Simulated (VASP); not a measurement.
The system is BN.

```
CELL_PARAMETERS angstrom
0.00000 1.74583 1.74583
1.74583 0.00000 1.74583
1.74583 1.74583 0.00000
ATOMIC_POSITIONS crystal
B 0.00000 0.00000 0.00000
N 0.50000 0.50000 0.50000
```

The cell was built by a generator and needn't be a form met in nature.

Program: VASP 6.6.1. Alike in all runs: task single point; potentials or basis VASP PAW PBE potentials, release 64 (B, N); no spin polarisation; cell as given; cutoff (eV) 520; smearing gaussian 0.01 eV.

Question: Order these runs on this cell by their band gap on the k mesh, lowest first.
A. level PBE; k mesh 8 × 8 × 8; mesh quality not flagged
B. level PBE-based screened hybrid; k mesh 6 × 6 × 6; exchange at q = 0 truncated; grid for exact exchange (PRECFOCK) Normal; screening parameter 0.1; share of exact exchange 0.3; mesh quality coarse
C. level HSE06; k mesh 6 × 6 × 6; exchange at q = 0 truncated; grid for exact exchange (PRECFOCK) Normal; screening parameter 0.2079 1/A; mesh quality coarse

Answer: A (1.33 eV), C (2.17 eV), B (2.83 eV).

Caveats: some runs use coarse meshes.

A k mesh can miss the band edges.
